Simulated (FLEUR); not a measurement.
# C under changes of volume

One of the cells (5.672 Å³/atom); the others are scaled copies at fixed shape and fractional positions:

```
CELL_PARAMETERS angstrom
0.00000 1.78337 1.78337
1.78337 0.00000 1.78337
1.78337 1.78337 0.00000
ATOMIC_POSITIONS crystal
C 0.75000 0.75000 0.75000
C 0.50000 0.50000 0.50000
```

This isn't the form of C at room conditions, which is graphite.

- Program: FLEUR MaX-R8.1 (patched build s14)
- Functional: Wu-Cohen GGA
- Potentials or basis: all-electron
- Basis: FLAPW
- Kmax: 5.34 1/bohr
- k mesh: 13 × 13 × 13
- Occupations: fermi-dirac, width 0.05 eV
- Spin: no spin polarisation

| volume (Å³/atom) | energy over the lowest point (meV/atom) | gap on the mesh (eV) |
| --- | --- | --- |
| 5.332 | ? | ? |
| 5.445 | 6.46 | 4.16 |
| 5.672 | 0.00 | 4.06 |
| 5.899 | 18.11 | 3.97 |
| 6.012 | 35.09 | 3.93 |

Task: What does the run at 5.332 Å³/atom give?

Result: Energy over the lowest point 20.48 meV/atom; gap on the mesh 4.21 eV.

Worked out: A Birch-Murnaghan fit of order 2 (a polynomial in V^(-2/3)) to the other rows has its minimum at 5.61 Å³/atom with B0 = V·E''(V) = 454 GPa. It gives 20.62 meV/atom at 5.332 Å³/atom, against the run's 20.48. A straight line through the other rows of the gap, of slope -2.33 eV per unit of ln V, extrapolates to 4.21 eV, against the run's 4.21.

Energies are extrapolated to zero smearing.

Caveats: an odd mesh through Γ misses points on the zone boundary, where band edges often lie.
